Silicon carbide held at one size

Five density functionals were given the same crystal, with every atom in the same place. The pressure is positive when the crystal pushes outward against its fixed cell. The energy over elements is the energy of the compound less that of solid silicon and carbon in the same functional; the more negative it is, the stronger the binding.

Scalar-relativistic plane-wave PAW density functional calculations with Ansatz 0.2.0 on a 12-atom cell of hexagonal SiC (P6_3mc), with cell and atoms fixed and no spin polarisation or dispersion correction. The k mesh is 6×6×2, and energies are taken at zero smearing from runs with 0.1 eV Gaussian smearing. Stress is positive in compression.

```
functional  wave cutoff  energy over elements (eV/atom)  pressure (GPa)  stress xx (GPa)  stress zz (GPa)  largest force (eV/Å)
       LDA       420 eV                          -0.281          -3.790           -3.730           -3.920                 0.007
       PBE       420 eV                          -0.199           3.930            4.020            3.770                 0.007
    PBEsol       420 eV                          -0.260           0.470            0.550            0.300                 0.008
    r2SCAN       500 eV                          -0.297           0.420            0.470            0.310                 0.005
     HSE06       420 eV                          -0.274          -0.750           -0.650           -0.930                 0.019
```

1. Which functional wants a larger crystal, and which a smaller one?

PBE wants the larger one: its pressure of 3.93 GPa means that the cell is too tight for it. LDA, at −3.79 GPa, is stretched and would shrink if released. The other three lie much nearer to zero, so this cell almost suits them.

2. How large is the mismatch in length?

For a small strain, pressure is the bulk modulus B times the relative change in volume, and a volume changes by three times the relative change in length. The preferred change in length is therefore

ΔL/L = P/(3B).

With B roughly 220 GPa, a recalled value, PBE gives 3.93/(3 × 220) = 0.006. It would like every edge about 0.6 % longer, and LDA would like it about as much shorter. A pressure that looks large to an engineer is thus a small mismatch in size, because silicon carbide is so stiff.

3. What would the table show if the cell were enlarged to suit PBE?

The pressure of PBE would fall by 3.93 GPa to zero. With nearly the same stiffness in each functional, the other pressures would fall by about the same amount. LDA would then stand near −3.79 − 3.93 = −7.7 GPa. A stretched crystal softens, so the true value is expected to be somewhat less negative. The distance between the functionals would still change only a little, so it is this distance, more than any single pressure, that characterises them.

4. Why does PBE push outward where LDA pulls inward?

LDA takes the exchange and correlation energy at each point from the electron density there. PBE also counts how steeply the density varies, and its exchange energy becomes lower where the variation is strong compared with the density itself. When a crystal expands, the density between the atoms thins out and this relative variation grows. Expansion is thereby rewarded, which acts as an outward pressure. A functional of the same form with a weaker gradient term should push less.

5. Can the pressure of PBEsol be guessed from this?

PBEsol has the same form as PBE, but for gentle variations its exchange gradient term is only 0.56 times as strong, by definition. If the outward push scales with that strength, PBEsol should lie 0.56 of the way from LDA to PBE:

P ≈ −3.79 + 0.56 × (3.93 + 3.79) ≈ 0.5 GPa.

The table has 0.47 GPa, a value that did not enter the estimate. PBEsol also weakens the gradient term of correlation, to 0.69 of its PBE strength. Scaling by that factor instead gives 1.51 GPa. The correlation term raises the energy where the density varies strongly, so it is expected to work against the outward push; in PBE it is even built to cancel the exchange term for gentle variations. The net push is then expected to be the difference of two larger, opposed terms. The factor 0.56 also holds only for gentle variations: the exchange term levels off where the variation is strong, so the ratio that acts in the crystal is expected to be higher. The two changes were not made separately. The direction of the guess can be trusted, but its closeness is more likely due to errors that offset than a sign that the push scales with the exchange coefficient alone.

6. The total energy is about 17 eV per atom lower in PBE than in LDA. Does PBE bind the compound more strongly?

No, it binds it more weakly, by 0.082 eV per atom. The total energy contains large contributions from the atoms themselves, and these also differ between functionals. They cancel only when the elements, treated in the same functional, are subtracted. What remains is the energy of forming the compound, and here PBE is the weakest of the five.

Nor is the binding weak because PBE is squeezed into too small a cell.

The energy stored by the squeeze is P²V/(2B), where V is the volume per atom. For PBE this is about 0.002 eV per atom, a small fraction of its difference from LDA. The cause is more likely to lie in how each functional weighs the compound against its elements. A plausible but untested reason is that the carbide takes up less room than silicon and carbon do as separate solids, and the gradient term favours the roomier arrangement. Dispersion, which is left out here, would also matter, especially if carbon is counted from graphite with its weakly held layers.

7. Does the rule for the pressure also predict the binding?

It does not. The same scaling puts PBEsol at −0.235 eV per atom, whereas the table has −0.260, only a quarter of the way from LDA to PBE. Here too the gradient terms of exchange and correlation are expected to oppose each other, so the net shift is a difference of larger numbers, and PBEsol weakens the two by different factors. A single gradient strength is too crude a guide to such a difference. These runs do not separate the two terms, so they do not show why the rule lands close for the pressure and far for the binding.

8. Which digits can carry a decision?

The opposite signs of LDA and PBE are safe, and so is the weak binding in PBE, as long as it is read as a result without dispersion. The order of PBEsol, r2SCAN and HSE06 in pressure is less certain: the k mesh is coarse, r2SCAN was run with a higher wave cutoff, the convergence of the stress with cutoff is not shown, and the HSE06 stress is loosely converged. r2SCAN and HSE06 also share their mean electrostatic potential with PBE, which suggests that they used the PAW datasets made for PBE. Little hangs on it, since their whole spread of about 1.2 GPa corresponds to less than 0.2 % in length. Nor should the 0.007 eV per atom between LDA and HSE06 be read as a difference in binding. A pressure near zero shows that a functional agrees with this particular cell; the zero-point motion of real atoms would add a small expansion of its own.
